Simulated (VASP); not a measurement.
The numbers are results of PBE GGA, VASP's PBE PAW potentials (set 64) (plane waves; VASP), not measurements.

A VASP calculation is set up with these files.

### INCAR
```
SYSTEM = ZrO2
PREC = Accurate; ENCUT = 520; LREAL = .FALSE.
LASPH = .TRUE.; ICHARG = 11
EDIFF = 1E-6; NELM = 100; ALGO = Normal
LMAXMIX = 4
ISMEAR = 0; SIGMA = 0.05
GGA = PE
LWAVE = .FALSE.; LCHARG = .FALSE.
```

POSCAR:
```
ZrO2
1
    0.0000000000     2.5591991727     2.5591991727
    2.5591991727     0.0000000000     2.5591991727
    2.5591991727     2.5591991727     0.0000000000
Zr O
1 2
Direct
  0.0000000000   0.0000000000   0.0000000000
  0.2500000000   0.2500000000   0.2500000000
  0.7500000000   0.7500000000   0.7500000000
```

### KPOINTS
```
k-points along high-symmetry lines
15
Line-mode
Reciprocal
  0.000000   0.000000   0.000000 ! GAMMA
  0.500000   0.000000   0.500000 ! X

  0.500000   0.000000   0.500000 ! X
  0.625000   0.250000   0.625000 ! U

  0.375000   0.375000   0.750000 ! K
  0.000000   0.000000   0.000000 ! GAMMA

  0.000000   0.000000   0.000000 ! GAMMA
  0.500000   0.500000   0.500000 ! L

  0.500000   0.500000   0.500000 ! L
  0.500000   0.250000   0.750000 ! W

  0.500000   0.250000   0.750000 ! W
  0.500000   0.000000   0.500000 ! X
```

POTCAR, in this order: Zr_sv O (PBE.64 set). Program: vasp_std. Read from the step before: CHGCAR.

The run wrote:

**OUTCAR**
```
 ion  position               nearest neighbor table
   1  0.000  0.000  0.000-   2 2.22   3 2.22   3 2.22   3 2.22   3 2.22   2 2.22   2 2.22   2 2.22
  LATTYP: Found a face centered cubic cell.
 ALAT       =     5.1183983454
 Subroutine PRICEL returns:
 Original cell was already a primitive cell.
 Subroutine GETGRP returns: Found 48 space group operations
The static configuration has the point symmetry O_h .
The dynamic configuration has the point symmetry O_h .
 Subroutine INISYM returns: Found 48 space group operations
   k-points           NKPTS =     90   k-points in BZ     NKDIM =     90   number of bands    NBANDS=     16
   number of dos      NEDOS =    301   number of ions     NIONS =      3
   total plane-waves  NPLWV =  21952
   dimension x,y,z NGX =    28 NGY =   28 NGZ =   28
   dimension x,y,z NGXF=    56 NGYF=   56 NGZF=   56
   ions per type =               1   2
   PREC   = accura    normal or accurate (medium, high low for compatibility)
   ISTART =      0    job   : 0-new  1-cont  2-samecut
   ICHARG =     11    charge: 1-file 2-atom 10-const
   ISPIN  =      1    spin polarized calculation?
   LNONCOLLINEAR =      F non collinear calculations
   LSORBIT =      F    spin-orbit coupling
   INIWAV =      1    electr: 0-lowe 1-rand  2-diag
   ENCUT  =  520.0 eV  38.22 Ry    6.18 a.u.   6.73  6.73  6.73*2*pi/ulx,y,z
   NELM   =    100;   NELMIN=  2; NELMDL= -5     # of ELM steps
   EDIFF  = 0.1E-05   stopping-criterion for ELM
   LREAL  =      F    real-space projection
   NLSPLINE    = F    spline interpolate recip. space projectors
   LMAXMIX     =    4 max onsite mixed and CHGCAR
   VOSKOWN=      0    Vosko Wilk Nusair interpolation
   EDIFFG = 0.1E-04   stopping-criterion for IOM
   NSW    =      0    number of steps for IOM
   NBLOCK =      1;   KBLOCK =      1    inner block; outer block
   IBRION =     -1    ionic relax: 0-MD 1-quasi-New 2-CG
   NFREE  =      0    steps in history (QN), initial steepest desc. (CG)
   ISIF   =      2    stress and relaxation
   ISYM   =      2    0-nonsym 1-usesym 2-fastsym
   TEIN   =    0.0    initial temperature
   TEBEG  =    0.0;   TEEND  =   0.0 temperature during run
   SMASS  =  -3.00    Nose mass-parameter (am)
...
```

OSZICAR:
```
       N       E                     dE             d eps       ncg     rms          rms(c)
DAV:   1     0.188728912362E+03    0.18873E+03   -0.14634E+04  2880   0.154E+03
DAV:   2    -0.200347334921E+02   -0.20876E+03   -0.20578E+03  3824   0.384E+02
DAV:   3    -0.279862814476E+02   -0.79515E+01   -0.79415E+01  4320   0.722E+01
DAV:   4    -0.281878348006E+02   -0.20155E+00   -0.20152E+00  3936   0.884E+00
DAV:   5    -0.281908787701E+02   -0.30440E-02   -0.30439E-02  3920   0.882E-01
DAV:   6    -0.281909189998E+02   -0.40230E-04   -0.40230E-04  3824   0.908E-02
DAV:   7    -0.281909194024E+02   -0.40255E-06   -0.40252E-06  3808   0.901E-03
   1 F= -.28190919E+02 E0= -.28190919E+02  d E =-.131885E-19
```

### OUTCAR
```
 val. band max:        7.0358921252   @ k =   0.5000   0.0000   0.5000

 cond. band min:      10.3424619881   @ k =   0.0000   0.0000   0.0000



 k-point     1 :       0.0000    0.0000    0.0000
  band No.  band energies     occupation
      1     -41.1314      2.00000
      2     -18.9492      2.00000
      3     -18.9492      2.00000
      4     -18.9492      2.00000
      5     -11.0810      2.00000
      6      -8.5841      2.00000
      7       1.9004      2.00000
      8       1.9004      2.00000
      9       1.9004      2.00000
     10       6.5107      2.00000
     11       6.5107      2.00000
     12       6.5107      2.00000
     13      10.3425      0.00000
     14      10.3425      0.00000
     15      13.4913      0.00000
     16      16.2026      0.00000

 k-point     2 :       0.0357    0.0000    0.0357
  band No.  band energies     occupation
      1     -41.1307      2.00000
      2     -18.9592      2.00000
      3     -18.9512      2.00000
      4     -18.9512      2.00000
      5     -11.0570      2.00000
      6      -8.6023      2.00000
      7       1.9151      2.00000
      8       1.9151      2.00000
      9       1.9512      2.00000
     10       6.3913      2.00000
     11       6.5146      2.00000
     12       6.5146      2.00000
     13      10.3564      0.00000
     14      10.3980      0.00000
     15      13.5560      0.00000
     16      16.1557      0.00000

 k-point     3 :       0.0714    0.0000    0.0714
  band No.  band energies     occupation
      1     -41.1286      2.00000
      2     -18.9884      2.00000
      3     -18.9573      2.00000
      4     -18.9573      2.00000
      5     -10.9862      2.00000
      6      -8.6549      2.00000
      7       1.9589      2.00000
      8       1.9589      2.00000
      9       2.1017      2.00000
     10       6.0654      2.00000
     11       6.5247      2.00000
     12       6.5247      2.00000
     13      10.3980      0.00000
     14      10.5386      0.00000
...
```

The density is held fixed in this step, so its total energy and stress have no physical meaning.

The compound is ZrO2 in the fluorite structure, the high-temperature cubic form, which is unstable at 0 K; the monoclinic form is the stable one. It was relaxed first.
